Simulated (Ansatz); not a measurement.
Crystal: Cu, diamond type, 2 atoms in the cell.

Method: PBE, plane waves, PAW datasets (generated soft set 1) (Ansatz 0.2.0 development build).

Cutoff 420 eV; k-mesh 35×35×35 Γ-centred; Fermi–Dirac smearing of 0.0612 eV; no spin polarisation.

The fit to the energies gives V₀ = 19.154 Å³/atom (a₀ = 5.351 Å), B₀ = 54.7 GPa, B₀′ = 5.06.

**Question.** What pressure does the program print at V = 18.795 Å³/atom, and how far above the lowest computed point (V = 19.179 Å³/atom) does the energy lie?

**Answer.** 1.09 GPa and 1.19 meV/atom. All points:

```json
{"V (Å³/atom)": "18.028", "a (Å)": "5.2442", "E − E(min) (meV/atom)": "12.77", "P (GPa)": "3.86"}
{"V (Å³/atom)": "18.412", "a (Å)": "5.2811", "E − E(min) (meV/atom)": "5.32", "P (GPa)": "2.39"}
{"V (Å³/atom)": "18.795", "a (Å)": "5.3175", "E − E(min) (meV/atom)": "1.19", "P (GPa)": "1.09"}
{"V (Å³/atom)": "19.179", "a (Å)": "5.3535", "E − E(min) (meV/atom)": "0.00", "P (GPa)": "-0.07"}
{"V (Å³/atom)": "19.562", "a (Å)": "5.3889", "E − E(min) (meV/atom)": "1.42", "P (GPa)": "-1.10"}
{"V (Å³/atom)": "19.946", "a (Å)": "5.4239", "E − E(min) (meV/atom)": "5.15", "P (GPa)": "-2.00"}
{"V (Å³/atom)": "20.329", "a (Å)": "5.4585", "E − E(min) (meV/atom)": "10.92", "P (GPa)": "-2.81"}
```

The published all-electron PBE values for this crystal (mean of FLEUR and WIEN2k, k-spacing 0.06 Å⁻¹; Bosoni et al., Nat. Rev. Phys. 6, 45 (2024)) are V₀ = 19.177 Å³/atom, B₀ = 54.5 GPa, B₀′ = 5.03.

The stress includes the program's correction for the finite plane-wave basis.

This cubic structure is a model: it isn't the usual form of the substance at ambient conditions, and such phases are metastable or hypothetical.
